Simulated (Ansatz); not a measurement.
# TaN: the cost of one run

Method: DFT PBE, scalar-relativistic, plane waves, PAW, in Ansatz 0.2.0.

2 further runs of the same task are left out: 2 set aside as unsound or not needed.

## Step 1: The structure to begin with

Symmetry: P6_3mc, No. 186, hexagonal system. The conventional cell has a = 3.152 Å, b = 3.152 Å, c = 6.105 Å, α = 90.00°, β = 90.00°, γ = 120.00°. Ta (site symmetry 3m) has 4 N at 1.98 to 2.11 Å as nearest neighbours. Around N (site symmetry 3m) lie 4 Ta at 1.98 to 2.11 Å.

Structure file:

```
Ta N
1.0
     3.15189    0.00000    0.00000
    -1.57595    2.72962    0.00000
     0.00000    0.00000    6.10500
Ta N
2 2
Direct
  0.33333 0.66667 0.03055
  0.66667 0.33333 0.53055
  0.33333 0.66667 0.35445
  0.66667 0.33333 0.85445
```

This cell was relaxed beforehand with the same method: volume 13.13 Å³/atom, gap on the mesh none (metal).

## Step 2: Bands, states and charges

The input, input.yaml:

```yaml
crystal:
  lattice:
    - [3.0500010905, 0.0, 0.0]
    - [-1.5250005453, 2.641378426, 0.0]
    - [0.0, 0.0, 4.94]
  atoms:
    - { symbol: Ta, position: [0.3333333333, 0.6666666667, 0.0], spin: 1.0 }
    - { symbol: Ta, position: [0.6666666667, 0.3333333333, 0.5], spin: 1.0 }
    - { symbol: "N", position: [0.3333333333, 0.6666666667, 0.385] }
    - { symbol: "N", position: [0.6666666667, 0.3333333333, 0.885] }
basis:
  ecutwfc: 420
kpoints:
  mp_grid: { grid: [6, 6, 4] }
hamiltonian:
  xc: pbe
scf:
  occupations: { method: gaussian, width: 0.1 }
  lower_state_search: "off"
output:
  forces: true
  stress: true
  eigenvalues: true
  populations: true
magnetization:
  spin_polarized: true
```

Run with:

```
$ ansatz run input.yaml --threads 2 --pin off --max-ram 5120MiB --backend cpu --events-out ev --progress --plain --runs-dir out
```

**Question.** How long does this run take on 2 threads of Arm Neoverse V1, shared host, and how much memory does it need?

About 3.8 s, with a peak of 0.32 GiB.
